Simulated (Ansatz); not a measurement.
**BaTiO₃: all-electron results**

```xyz
5
Lattice="3.9841 0.0000 0.0000 0.0000 2.8371 2.8458 0.0000 -2.8371 2.8458" Properties=species:S:1:pos:R:3 pbc="T T T"
Ba    0.0000    0.0000    0.0000
Ti    1.9921    0.0000    2.8908
O     0.0000    0.0000    2.8008
O     1.9921   -1.3936    4.2579
O     1.9921    1.3936    4.2579
```

Atoms are numbered in the order listed.

The geometry is COD entry 9016084, unchecked; take it as a test cell.

Spin–orbit coupling is left out, though it moves levels of the heavy atoms by tenths of an eV or more.

Methods: DFT, PBEsol, all-electron LAPW, scalar-relativistic (Ansatz 0.2.0); DFT, PBEsol, PAW with Ansatz's default frozen-core files, scalar-relativistic (Ansatz 0.2.0).

For LAPW: a Γ-centred 8×8×8 k mesh, Fermi–Dirac smearing of 0.05 eV, basis error target 1 meV/atom, no spin polarisation. PAW takes a cutoff of 420 eV at this cell (files made with PBE, cores remade for this functional). The Ansatz runs share mesh, smearing and spin set-up. Values come from LAPW unless marked.

- Band gap: 1.81 eV, indirect from A0 (0.5, 0.498, -0.498) to Γ
- Stress xx, yy, zz (compression positive): -3.67, -4.31, -5.00 GPa
- Löwdin charges (with 0.37 e of the cell spilling out of the atomic basis, so their sizes and signs hang on that basis): Ba1 1.78, Ti2 1.21, O3 -0.87, O4 -0.88 e
- Largest force: 0.225 eV/Å on Ti2
- Volume per atom: 12.87 Å³

Q: Give the computed value. Smallest direct gap on the path.

A: 1.94 eV.

Q: Pressure at this cell: what does the calculation give?

A: -4.32 GPa.

Q: Bader charges (from the PAW run): what does the calculation give?

A: Ba1 +1.52, Ti2 +2.20, O3 -1.24, O4 -1.24 e.
